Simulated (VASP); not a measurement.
## HfO2 in VASP: the effect of functional

The system is HfO2.

```xyz
12
Lattice="5.5564 0.0000 0.0000 0.0000 3.3336 0.0000 0.0000 0.0000 6.5050" Properties=species:S:1:pos:R:3 pbc="T T T"
Hf    4.1600    2.5002    3.9542
Hf    1.3964    0.8334    2.5508
Hf    1.3818    2.5002    5.8033
Hf    4.1746    0.8334    0.7017
O     3.5533    0.8334    2.7542
O     2.0031    2.5002    3.7508
O     0.7751    0.8334    0.4983
O     4.7813    2.5002    6.0067
O     2.8937    0.8334    5.4736
O     2.6627    2.5002    1.0313
O     0.1155    0.8334    4.2838
O     5.4409    2.5002    2.2212
```

Measurements of this composition are mostly on another form, of space group No. 14.

Alike in all runs:

* Program: VASP 6.6.1
* Task: band structure
* Cutoff: 520 eV
* k mesh: 4 × 6 × 3
* Occupations: fermi-dirac, width 0.05 eV
* Spin: no spin polarisation

```csv
functional,potentials or basis,gap on the mesh (eV)
LDA,"VASP PAW LDA potentials, release 64 (Hf_pv, O)",3.25
PBE,"VASP PAW PBE potentials, release 64 (Hf_pv, O)",3.40
PBEsol,"VASP PAW PBE potentials, release 64 (Hf_pv, O)",3.30
RPBE,"VASP PAW PBE potentials, release 64 (Hf_pv, O)",3.46
revPBE,"VASP PAW PBE potentials, release 64 (Hf_pv, O)",3.45
BLYP,"VASP PAW PBE potentials, release 64 (Hf_pv, O)",?
AM05,"VASP PAW PBE potentials, release 64 (Hf_pv, O)",3.31
PW91,"VASP PAW PBE potentials, release 64 (Hf_pv, O)",3.41
```

What does the run with functional BLYP give?

gap on the mesh 3.52 eV.

Caveats: spin-orbit coupling is left out, which moves the levels of the heavy elements.

